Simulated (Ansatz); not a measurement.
# FeO (R-3m) in Ansatz: a series of runs

The runs below take FeO through single point, with PBE+U, r2SCAN+U.

All numbers are computed with Ansatz 0.2.0; they aren't measurements. Logs are shortened: lines on timing, memory, paths and dates and some standing lists are left out, and cuts for length are marked.

**1. The structure**

It takes space group R-3m (No. 166, trigonal). Conventional cell: a = 3.035 Å, b = 3.035 Å, c = 7.547 Å, α = 90.00°, β = 90.00°, γ = 120.00°. Fe (site symmetry -3m) is surrounded by 6 O at 2.16 Å. Around O (site symmetry -3m) lie 6 Fe at 2.16 Å.

**2. Single point, PBE+U, collinear spin, ferromagnetic start**

input.yaml

```yaml
crystal:
  lattice:
    - [1.51768211, 0.87623418, 2.51579458]
    - [-1.51768211, 0.87623418, 2.51579458]
    - [0.0, -1.75246835, 2.51579458]
  atoms:
    - { symbol: Fe, position: [0.0, 0.0, 0.0], spin: 4.0 }
    - { symbol: O, position: [0.5, 0.5, 0.5] }
hamiltonian:
  xc: pbe
  pseudopotentials: { kind: paw }
  hubbard: { sites: [{ species: Fe, l: d, u_eff: 5.0 }] }
magnetization:
  spin_polarized: true
  initial_magnetization: 4.0
  spin_locking: { lock_magnetization: hard }
kpoints:
  mp_grid: { grid: [8, 8, 8] }
scf:
  occupations: { method: gaussian, width: 0.05 }
output:
  forces: true
  stress: true
  eigenvalues: true
```

Potentials or basis: Ansatz PAW.

On the command line:

```sh
ansatz run input.yaml --threads 2 --pin off --max-ram 5632MiB --backend cpu --events-out ev --progress --plain --runs-dir out
```

Output:

```text
Warning: output.stress: scf.convergence.dr2_threshold = 1e-7 eV (the SCF's general default) is looser than the 2e-10 eV advised for a printed stress (1e-10 eV for each atom of the cell: 2). What an SCF threshold leaves in a stress goes as its square root, and in the free energy as the threshold itself, and one threshold admits the most on a small cell: of the crystals measured, under no hybrid functional and no lock of the moments, on runs that ended without the residual-converged pass, on stresses that held no estimate of that error, the worst erred by over 100 MPa in a component at 1e-7 eV an atom and by under 5 at 1e-10. Set scf.convergence.dr2_threshold to 2e-10 eV or tighter. The threshold is an SCF's pass mark: one that does not reach it within its budget of iterations ends unconverged, or closes short of it on a stop that the run arms, and scf.convergence.dr2_threshold's page says what that costs each kind of run
Warning: RAYON_NUM_THREADS=2 ignored (pool sized by the plan → 2); use --threads N
Fe: projections on atomic orbitals take those of the free atom [Ne] 3s2 3p6 3d6 4s2, of charge +0.00 (hamiltonian.pseudopotentials.projection_atoms); the dataset's partial waves leave at most 1.1e-6 of an orbital's norm unspanned inside its sphere
O: projections on atomic orbitals take those of the free atom [He] 2s2 2p4, of charge +0.00 (hamiltonian.pseudopotentials.projection_atoms); the dataset's partial waves leave at most 1.9e-8 of an orbital's norm unspanned inside its sphere
Engine: ansatz 0.2.0, x86_64-unknown-linux-gnu
Pseudopotentials: kind: paw
Pseudopotential: Fe, paw, valence charge 16, recommended cutoff 420 eV (normal), Fe.paw.azcp
Pseudopotential: O, paw, valence charge 6, recommended cutoff 420 eV (normal), O.paw.azcp
Functional definition: PBE
  parameter kappa = 0.804
  parameter beta = 0.06672455060314922
  exchange = pbe_x(kappa = kappa, mu = beta*pi^2/3)
  correlation = pbe_c(beta = beta)
Crystal: 2 atoms, lattice volume = 20.074 Å³
Basis set: ecut = 420 eV, 399 PW (Γ), exchange–correlation on 48×48×48 points (8 copies of the dense FFT grid, shifted against one another)
Bands: 17, of which v1, the nominal top of the filled ones, is band 11 counted from 1 (10 counted from 0)
Symmetry: 12 space group operations
Space group: R-3m (ITA 166), of the structure as read, at distance tolerance 2.7e-5 Å
Magnetic group: BNS 166.97 (UNI 1327), of the structure as read, at distance tolerance 2.7e-5 Å
k-points: 65 of 512
Non-local potential: Fe, projectors of the file, l = 0: 3, l = 1: 2, l = 2: 3, l = 3: 1
Non-local potential: O, projectors of the file, l = 0: 2, l = 1: 2, l = 2: 1
PAW form: soft (Blöchl's): semilocal exchange-correlation on the pseudo side does not see the compensation charge
PAW one-centre angular grid: Fe, 590 points (default); XC on 64 Gauss nodes
PAW one-centre angular grid: O, 110 points (default); XC on 64 Gauss nodes
Initial density: superposition of atomic densities (chi_scale 0.1, normalization cell, long waves kept (reshape's long-wave potential 0.00 eV rms))
Starting moments: Σ|m| = 4 μB on 1 of 2 sites
Initial wavefunctions: pseudopotential atomic-orbital guess
Functional: x = pbe(κ = 0.804, μ = 0.2195149727645171), c = pbe(β = 0.06672455060314922)
SCF iter   1: F=—  HF=-5044.973028 eV  |F-HF|=—  |Δ(HF+E_count)|=         —  Δρ=9.22e-2 (↑6.67e-2 ↓9.22e-2)  dr2=3.55e0  dr2_m=1.58e-1  M=4.000 μB ∫|m|=4.000 μB  β_m=0.30  ethr=3.10e-3  ⟨swp⟩=4.2  Hψ=9151  notcnv=0
preconditioner: auto → none  [metal: Δε(μ)=0.005 eV  Ē_g=12.469 eV  σ=0.050 eV  W_gap=0.06  n_scr=8 (ndim 8)  ℏωp=31.0 eV  f_vac=0.000  D(μ)=2.68/eV (n_scr^D=50)  sad-step TF]
SCF iter   2: F=—  HF=-5044.497689 eV  |F-HF|=—  |Δ(HF+E_count)|=   4.75e-1  Δρ=3.25e-2 (↑3.21e-2 ↓3.25e-2)  dr2=4.27e-1  dr2_m=6.38e-2  M=4.000 μB ∫|m|=4.000 μB  β_m=0.38  ethr=3.10e-3  ⟨swp⟩=2.7  Hψ=4710  notcnv=0  defer=169
SCF iter   3: F=—  HF=-5044.680993 eV  |F-HF|=—  |Δ(HF+E_count)|=   1.83e-1  Δρ=1.78e-2 (↑1.35e-2 ↓1.78e-2)  dr2=5.70e-2  dr2_m=1.97e-2  M=4.000 μB ∫|m|=4.003 μB  β_m=0.53  ethr=1.94e-3  ⟨swp⟩=2.1  Hψ=3729  notcnv=0  defer=175
SCF iter   4: F=—  HF=-5044.804550 eV  |F-HF|=—  |Δ(HF+E_count)|=   1.24e-1  Δρ=7.75e-3 (↑7.04e-3 ↓7.75e-3)  dr2=2.53e-2  dr2_m=2.22e-3  M=4.000 μB ∫|m|=4.013 μB  β_m=0.50  ethr=2.59e-4  ⟨swp⟩=2.6  Hψ=3811  notcnv=0  defer=175
SCF iter   5: F=—  HF=-5044.813127 eV  |F-HF|=—  |Δ(HF+E_count)|=   8.58e-3  Δρ=7.44e-3 (↑1.72e-3 ↓7.44e-3)  dr2=3.74e-3  dr2_m=2.63e-3  M=4.000 μB ∫|m|=4.016 μB  β_m=0.75  ethr=1.15e-4  ⟨swp⟩=2.0  Hψ=3521  notcnv=0  defer=175
SCF iter   6: F=—  HF=-5044.839897 eV  |F-HF|=—  |Δ(HF+E_count)|=   2.68e-2  Δρ=1.35e-2 (↑1.03e-3 ↓1.35e-2)  dr2=7.63e-3  dr2_m=8.74e-3  M=4.000 μB ∫|m|=4.016 μB  β_m=0.87  ethr=1.70e-5  ⟨swp⟩=2.1  Hψ=3445  notcnv=0  defer=147  recentre
SCF iter   7: F=—  HF=-5044.813587 eV  |F-HF|=—  |Δ(HF+E_count)|=   2.63e-2  Δρ=6.52e-3 (↑4.99e-4 ↓6.52e-3)  dr2=1.93e-3  dr2_m=2.08e-3  M=4.000 μB ∫|m|=4.019 μB  β_m=0.94  ethr=1.70e-5  ⟨swp⟩=2.3  Hψ=3535  notcnv=0  defer=147
SCF iter   8: F=—  HF=-5044.807609 eV  |F-HF|=—  |Δ(HF+E_count)|=   5.98e-3  Δρ=2.85e-3 (↑7.66e-5 ↓2.85e-3)  dr2=4.80e-4  dr2_m=3.81e-4  M=4.000 μB ∫|m|=4.020 μB  β_m=0.76  ethr=8.79e-6  ⟨swp⟩=2.3  Hψ=3511  notcnv=0  defer=150
SCF iter   9: F=—  HF=-5044.807098 eV  |F-HF|=—  |Δ(HF+E_count)|=   5.10e-4  Δρ=4.43e-4 (↑8.55e-5 ↓4.43e-4)  dr2=2.31e-5  dr2_m=1.18e-5  M=4.000 μB ∫|m|=4.020 μB  β_m=0.88  ethr=2.18e-6  ⟨swp⟩=1.1  Hψ=2222  notcnv=0  defer=150
[...]
SCF 1 converged in 13 iterations: F = -5044.807113 eV  dr2 = 1.37e-8
[...]
SCF iter   4: F=—  HF=-5045.794196 eV  |F-HF|=—  |Δ(HF+E_count)|=   3.10e-4  Δρ=1.24e-3 (↑1.10e-3 ↓1.24e-3)  dr2=8.24e-6  dr2_m=2.45e-4  M=4.000 μB ∫|m|=4.005 μB  β_m=0.68  ethr=1.49e-6  ⟨swp⟩=2.0  Hψ=3627  notcnv=0  defer=95
SCF iter   5: F=—  HF=-5045.794507 eV  |F-HF|=—  |Δ(HF+E_count)|=   3.11e-4  Δρ=1.33e-4 (↑1.33e-4 ↓1.18e-4)  dr2=1.78e-7  dr2_m=2.80e-6  M=4.000 μB ∫|m|=4.005 μB  β_m=0.84  ethr=3.75e-8  ⟨swp⟩=2.4  Hψ=3617  notcnv=0  defer=95
SCF iter   6: F=—  HF=-5045.794509 eV  |F-HF|=—  |Δ(HF+E_count)|=   1.71e-6  Δρ=3.96e-5 (↑2.36e-5 ↓3.96e-5)  dr2=9.75e-8  dr2_m=1.54e-7  M=4.000 μB ∫|m|=4.005 μB  β_m=0.92  ethr=4.55e-10  ⟨swp⟩=6.6  Hψ=10169  notcnv=0
SCF iter   7: F=-5045.794509 eV  HF=-5045.794509 eV  |F-HF|=2.43e-10  |Δ(HF+E_count)|=   6.33e-8  Δρ=2.51e-6 (↑1.00e-6 ↓2.51e-6)  dr2=6.27e-10  dr2_m=4.56e-10  M=4.000 μB ∫|m|=4.005 μB  ethr=4.43e-10  ⟨swp⟩=4.6  Hψ=8524  notcnv=0
SCF 2 converged in 7 iterations: F = -5045.794509 eV  dr2 = 6.27e-10
The result is that of the SCF that stage 1 started: 0.99 eV lower in free energy than the state whose close was followed first; 13 iterations were spent on what was left
Symmetry: 4 space group operations
k-points: 150 of 512
Initial density: read from a saved state, or passed on in memory by an earlier SCF of this step, an earlier step, the calling program or the single point that the run made first
Initial wavefunctions: those read from a saved state, or passed on in memory by an earlier step or the calling program
iter 1 solved again at ethr=2.85e-12 eV; its pass at ethr=4.55e-6 eV (dr2=6.27e-10 eV) is discarded
SCF iter   1: F=—  HF=-5045.794509 eV  |F-HF|=—  |Δ(HF+E_count)|=         —  Δρ=2.51e-6 (↑1.00e-6 ↓2.51e-6)  dr2=6.28e-10  dr2_m=4.56e-10  M=4.000 μB ∫|m|=4.005 μB  ethr=2.85e-12  ⟨swp⟩=1.0  Hψ=29707  notcnv=0
preconditioner: auto → none  [insulator: Δε(μ)=1.090 eV  Ē_g=16.850 eV  σ=0.050 eV  W_gap=1.00  n_scr=8 (ndim 8)  ℏωp=31.0 eV  f_vac=0.000  D(μ)=0.00/eV (n_scr^D=0)  ε∞_Penn≈4.4]
SCF iter   2: F=—  HF=-5045.794502 eV  |F-HF|=—  |Δ(HF+E_count)|=   6.32e-6  Δρ=1.73e-4 (↑1.73e-4 ↓1.11e-4)  dr2=5.43e-6  dr2_m=3.07e-7  M=4.000 μB ∫|m|=4.005 μB  ethr=4.55e-6  ⟨swp⟩=3.2  Hψ=34888  notcnv=0
SCF iter   3: F=—  HF=-5045.794507 eV  |F-HF|=—  |Δ(HF+E_count)|=   4.92e-6  Δρ=1.38e-5 (↑1.38e-5 ↓9.40e-6)  dr2=5.39e-8  dr2_m=5.35e-9  M=4.000 μB ∫|m|=4.005 μB  ethr=4.55e-10  ⟨swp⟩=4.0  Hψ=21407  notcnv=0
SCF iter   4: F=-5045.794509 eV  HF=-5045.794509 eV  |F-HF|=1.29e-10  |Δ(HF+E_count)|=   1.39e-6  Δρ=5.57e-7 (↑5.57e-7 ↓4.78e-7)  dr2=1.22e-10  dr2_m=5.96e-12  M=4.000 μB ∫|m|=4.005 μB  ethr=3.49e-10  ⟨swp⟩=2.5  Hψ=16612  notcnv=0
an SCF along what the orbitals of the run's state read of its open shells (or to have them read: on a GPU, or by another smearing), with 8 of the crystal's symmetry operations given up (150 k-points in place of 65), reached no lower state that the run goes on to. This is no proof of a minimum
SCF converged after 7 iterations
Stability checked in part: among states of this total moment a probe did not find this state unstable; a lower state of another moment was not looked for (fixed_total_moment; see scf.lower_state_search)
Magnetization: 4.0000 μB (13.0000 up, 9.0000 down)
Absolute magnetization: 4.0045 μB (∫|ρ↑−ρ↓|, with the PAW one-centre terms)
Spin contamination: 0.0050 ħ² per cell (⟨S²⟩ above its minimum at these occupations)
Per-site moments (μB) at R_I (Å): [(3.496785677383359, 0.8898391749306156), (0.18600335277446017, 0.8898391749306156)]
Free energy (F): -5045.794509 eV
Harris-Foulkes:  -5045.794509 eV  (|F-HF|=2.43e-10)
Internal energy: -5045.794509 eV  (E = F + TS)
E sigma→0 (E₀):  -5045.794509 eV
Fermi energy:    14.079371 (↑ 14.079371, ↓ 14.294445) eV
--- Per-component energies (eV) ---
  E_band       = -279.811905
  E_kinetic    = 515.269277
  E_local      = -2604.233134  (includes V_loc(G=0)·N_el)
  E_nonlocal   = 281.580375
  E_hartree    = 1062.957578
  E_xc         = -188.111310
  E_vxc        = -241.193304  (∫ρ·V_xc dr)
  E_hubbard    = 0.729962  (on-site DFT+U / exact-exchange correction)
  E_vhub       = -14.157459  (the Hubbard potential's part of the band-sum identity)
  E_paw        = -1530.537509  (= ΣΔE_a)
  E_vpaw       = -342.996693  (= ΣTr[D̂ρ^β])
  E_aug_tail   = 0.003329  (compensation charges beyond the density's cutoff)
  E_ewald      = -2583.453077
  E_smearing   = -0.000000  (= −TS)
  E_closure    = 0.000000  (closes the sum)
  Σ components = -5045.794509   (vs F -5045.794509, Δ=0.00e0)
--- Forces (eV/Å), atoms counted from 1 ---
  atom   1  Fe    -0.00000000     0.00000000    -0.00000000
  atom   2  O      0.00000000     0.00000000     0.00000000
  max |Σ_I F_I| component: 1.26e-29 eV/Å
--- Stress (GPa, compression-positive) ---
       16.365426       0.000000      -0.000000
        0.000000      16.365426      -0.000000
       -0.000000      -0.000000       6.515789
  P = ⅓ Tr σ = 13.0822 GPa (130.822 kbar)
--- Band table (eV; the first three rows and the last of 130) ---
  k-point 0 ↑: bands = ["-75.4288", "-42.0086", "-42.0086", "-40.3324", "-5.8295", "7.5108", "7.5108", "8.4204", "8.4204", "9.1418", "11.0653", "11.1926", "11.1926", "14.6230", "29.6008", "31.4324", "31.4324"]
  k-point 1 ↑: bands = ["-75.4279", "-42.0156", "-42.0097", "-40.3341", "-5.6693", "7.2682", "7.6187", "8.0107", "8.0607", "9.1785", "10.4469", "11.5945", "11.6697", "15.6856", "27.6195", "30.7774", "31.0114"]
  k-point 2 ↑: bands = ["-75.4262", "-42.0327", "-42.0124", "-40.3381", "-5.2559", "6.4897", "7.2629", "7.3084", "7.8884", "9.3259", "9.9795", "12.5067", "12.5433", "17.3458", "25.0485", "28.9493", "29.2812"]
  k-point 64 ↓: bands = ["-71.1347", "-37.4977", "-37.4977", "-36.8518", "-4.2760", "6.1600", "10.1015", "10.1015", "13.0229", "17.3682", "17.3682", "19.0663", "19.0663", "19.4024", "24.0384", "28.3754", "28.3754"]
Occupation matrices written to <dir>
```

Run time: 11 s. Hardware: 2 threads of Intel Xeon Platinum 8488C (Sapphire Rapids), shared host; peak memory 0.65 GiB.

Results:

```yaml
Free_energy: -5045.7945 eV
Pressure: 13.1 GPa
Net_moment: 4.00 μB per cell
Absolute_moment: 4.00 μB per cell
Site_moments: Fe +3.50; O +0.19 μB
```

Eigenvalues of the final occupation matrices:
| site | spin | trace | eigenvalues |
| --- | --- | --- | --- |
| site 1 | 1 | 4.99 | 1.00 1.00 1.00 1.00 1.00 |
| site 1 | 2 | 1.26 | 0.04 0.04 0.10 0.10 0.98 |

Caveat: the magnetic or orbital state may not be the lowest; the pressure holds a Pulay correction of +0.7 GPa for the finite cutoff; the total moment is fixed, so each spin has its own Fermi level; a cell with one magnetic atom can't hold antiferromagnetic order, which such compounds often take; the thresholds are loose for stress.

**3. Single point, r2SCAN+U, collinear spin, ferromagnetic start**

input.yaml

```yaml
crystal:
  lattice:
    - [1.51768211, 0.87623418, 2.51579458]
    - [-1.51768211, 0.87623418, 2.51579458]
    - [0.0, -1.75246835, 2.51579458]
  atoms:
    - { symbol: Fe, position: [0.0, 0.0, 0.0], spin: 3.0 }
    - { symbol: O, position: [0.5, 0.5, 0.5] }
hamiltonian:
  xc: r2scan
  pseudopotentials: { kind: paw }
  hubbard: { sites: [{ species: Fe, l: d, u_eff: 2.0 }] }
magnetization:
  spin_polarized: true
kpoints:
  mp_grid: { grid: [8, 8, 8] }
scf:
  occupations: { method: gaussian, width: 0.05 }
output:
  forces: true
  stress: true
  eigenvalues: true
```

Potentials or basis: Ansatz PAW.

On the command line:

```sh
ansatz run input.yaml --threads 2 --pin off --max-ram 5632MiB --backend cpu --events-out ev --progress --plain --runs-dir out
```

Output:

```text
Warning: RAYON_NUM_THREADS=2 ignored (pool sized by the plan → 2); use --threads N
Fe: projections on atomic orbitals take those of the free atom [Ne] 3s2 3p6 3d6 4s2, of charge +0.00 (hamiltonian.pseudopotentials.projection_atoms); the dataset's partial waves leave at most 1.1e-6 of an orbital's norm unspanned inside its sphere
O: projections on atomic orbitals take those of the free atom [He] 2s2 2p4, of charge +0.00 (hamiltonian.pseudopotentials.projection_atoms); the dataset's partial waves leave at most 1.9e-8 of an orbital's norm unspanned inside its sphere
Engine: ansatz 0.2.0, x86_64-unknown-linux-gnu
Pseudopotentials: kind: paw
Pseudopotential: Fe, paw, valence charge 16, recommended cutoff 500 eV (meta_gga), Fe.paw.azcp
Pseudopotential: O, paw, valence charge 6, recommended cutoff 500 eV (meta_gga), O.paw.azcp
Functional definition: r2SCAN
  parameter k0 = 0.174
  parameter k1 = 0.065
  parameter a1 = 4.9479
  exchange = r2scan_x(k0 = k0, k1 = k1, a1 = a1)
  correlation = r2scan_c
Crystal: 2 atoms, lattice volume = 20.074 Å³
Basis set: ecut = 500 eV, 531 PW (Γ), exchange–correlation on 96×96×96 points (64 copies of the dense FFT grid, shifted against one another)
Bands: 17, of which v1, the nominal top of the filled ones, is band 11 counted from 1 (10 counted from 0)
Symmetry: 12 space group operations
Space group: R-3m (ITA 166), of the structure as read, at distance tolerance 2.7e-5 Å
Magnetic group: BNS 166.97 (UNI 1327), of the structure as read, at distance tolerance 2.7e-5 Å
k-points: 65 of 512
Non-local potential: Fe, projectors of the file, l = 0: 3, l = 1: 2, l = 2: 3, l = 3: 1
Non-local potential: O, projectors of the file, l = 0: 2, l = 1: 2, l = 2: 1
PAW form: soft (Blöchl's): semilocal exchange-correlation on the pseudo side does not see the compensation charge
PAW frozen core: Fe, regenerated for the run's functional (the file was generated under x = pbe(κ = 0.804, μ = 0.2195149727645171), c = pbe(β = 0.06672455060314922))
PAW frozen core: O, regenerated for the run's functional (the file was generated under x = pbe(κ = 0.804, μ = 0.2195149727645171), c = pbe(β = 0.06672455060314922))
PAW one-centre angular grid: Fe, 590 points (default); XC on 160 Gauss nodes
PAW one-centre angular grid: O, 302 points (default); XC on 160 Gauss nodes
Initial density: superposition of atomic densities (chi_scale 0.1, normalization cell, long waves kept (reshape's long-wave potential 0.00 eV rms))
Starting moments: Σ|m| = 3 μB on 1 of 2 sites
Initial wavefunctions: pseudopotential atomic-orbital guess
[... 54 lines left out ...]
preconditioner: auto → none  [insulator: Δε(μ)=0.657 eV  Ē_g=15.333 eV  σ=0.050 eV  W_gap=1.00  n_scr=8 (ndim 8)  ℏωp=31.0 eV  f_vac=0.000  D(μ)=0.00/eV (n_scr^D=0)  ε∞_Penn≈5.1]
SCF iter   2: F=-5053.781506 eV  HF=-5053.781507 eV  |F-HF|=7.38e-7  |Δ(HF+E_count)|=   2.96e-8  Δρ=6.39e-5 (↑4.33e-5 ↓6.39e-5)  dr2=1.13e-6  dr2_τ=1.72e-8  dr2_m=7.67e-8  M=4.000 μB ∫|m|=4.015 μB  ethr=4.55e-6  ⟨swp⟩=1.5  Hψ=24060  notcnv=0
SCF iter   3: F=-5053.781507 eV  HF=-5053.781507 eV  |F-HF|=1.06e-9  |Δ(HF+E_count)|=   2.04e-8  Δρ=3.44e-6 (↑2.22e-6 ↓3.44e-6)  dr2=3.19e-9  dr2_τ=7.18e-11  dr2_m=3.62e-10  M=4.000 μB ∫|m|=4.015 μB  ethr=4.55e-10  ⟨swp⟩=1.8  Hψ=13774  notcnv=0
an SCF along what the orbitals of the run's state read of its open shells (or to have them read: on a GPU, or by another smearing), with 8 of the crystal's symmetry operations given up (150 k-points in place of 65), reached no lower state that the run goes on to. This is no proof of a minimum
SCF converged after 7 iterations
Magnetization: 4.0000 μB (13.0000 up, 9.0000 down)
Absolute magnetization: 4.0146 μB (∫|ρ↑−ρ↓|, with the PAW one-centre terms)
Spin contamination: 0.0082 ħ² per cell (⟨S²⟩ above its minimum at these occupations)
Per-site moments (μB) at R_I (Å): [(3.517695165248268, 0.8898391749306156), (0.23332826966481093, 0.8898391749306156)]
Free energy (F): -5053.781507 eV
Harris-Foulkes:  -5053.781507 eV  (|F-HF|=5.77e-8)
Internal energy: -5053.781507 eV  (E = F + TS)
E sigma→0 (E₀):  -5053.781507 eV
Fermi energy:    14.476029 eV
--- Per-component energies (eV) ---
  E_band       = -297.062560
  E_kinetic    = 516.109915
  E_local      = -2609.839401  (includes V_loc(G=0)·N_el)
  E_nonlocal   = 284.403838
  E_hartree    = 1067.405511
  E_xc         = -183.309697
  E_vxc        = -268.040139  (∫ρ·V_xc dr)
  E_hubbard    = 0.376071  (on-site DFT+U / exact-exchange correction)
  E_vhub       = -5.519218  (the Hubbard potential's part of the band-sum identity)
  E_paw        = -1545.154706  (= ΣΔE_a)
  E_vpaw       = -367.085745  (= ΣTr[D̂ρ^β])
  E_aug_tail   = 0.001455  (compensation charges beyond the density's cutoff)
  E_vtau       = 18.097394  (kinetic-family band-sum trace: ∫τ·v_τ [+ j·A + Jᵃ·Aᵃ] dr)
  E_ewald      = -2583.453077
  E_core_change = -0.321416  (= ΣΔE_core)
  E_smearing   = -0.000000  (= −TS)
  E_closure    = -0.000000  (closes the sum)
  Σ components = -5053.781507   (vs F -5053.781507, Δ=0.00e0)
--- Forces (eV/Å), atoms counted from 1 ---
  atom   1  Fe    -0.00000000     0.00000000     0.00000000
  atom   2  O     -0.00000000    -0.00000000     0.00000000
  max |Σ_I F_I| component: 8.41e-30 eV/Å
--- Stress (GPa, compression-positive) ---
        5.850877       0.000000       0.000000
        0.000000       5.850877      -0.000000
        0.000000      -0.000000      -4.339725
  P = ⅓ Tr σ = 2.4540 GPa (24.540 kbar)
--- Band table (eV; the first three rows and the last of 130) ---
  k-point 0 ↑: bands = ["-79.2615", "-44.4732", "-44.4732", "-42.8872", "-7.2955", "8.5180", "8.5180", "9.3110", "9.3110", "10.1409", "10.4580", "10.5767", "10.5767", "14.8047", "30.2183", "31.9580", "31.9580"]
  k-point 1 ↑: bands = ["-79.2608", "-44.4799", "-44.4743", "-42.8887", "-7.1454", "8.0911", "8.6194", "8.6229", "8.6588", "9.9518", "10.2857", "11.3071", "11.3321", "15.8195", "28.1269", "31.3627", "31.5415"]
  k-point 2 ↑: bands = ["-79.2590", "-44.4960", "-44.4768", "-42.8924", "-6.7605", "6.8915", "7.6470", "7.7441", "8.8786", "9.8657", "10.5542", "12.3767", "12.3770", "17.5292", "25.4957", "29.5737", "29.8584"]
  k-point 64 ↓: bands = ["-73.6003", "-38.5579", "-38.5579", "-38.1296", "-5.6799", "6.0158", "9.4945", "9.4945", "14.1474", "16.7614", "16.7614", "18.9292", "18.9292", "19.8254", "24.8298", "29.1355", "29.1355"]
Occupation matrices written to <dir>
```

Wall time 20 s (2 threads of Intel Xeon Platinum 8488C (Sapphire Rapids), shared host); peak memory 0.71 GiB.

Results:

| Property | Result |
| --- | --- |
| Free energy | -5053.7815 eV |
| Pressure | 2.5 GPa |
| Band gap on the k mesh | 0.66 eV, indirect (least direct gap 2.17 eV) |
| Net moment | 4.00 μB per cell |
| Absolute moment | 4.01 μB per cell |
| Site moments | Fe +3.52; O +0.23 μB |

Stress tensor (GPa, compression positive):
```
 5.85  0.00  0.00
 0.00  5.85  0.00
 0.00  0.00 -4.34
```

Eigenvalues of the final occupation matrices:
| site | spin | trace | eigenvalues |
| --- | --- | --- | --- |
| site 1 | 1 | 4.99 | 1.00 1.00 1.00 1.00 1.00 |
| site 1 | 2 | 1.28 | 0.06 0.06 0.11 0.11 0.94 |

Caveat: the magnetic or orbital state may not be the lowest; a cell with one magnetic atom can't hold antiferromagnetic order, which such compounds often take; the PAW data sets come from PBE, with cores solved anew for the run's functional, which leaves a small shift of forces and pressure.

(Continued in part 2 of 2.)
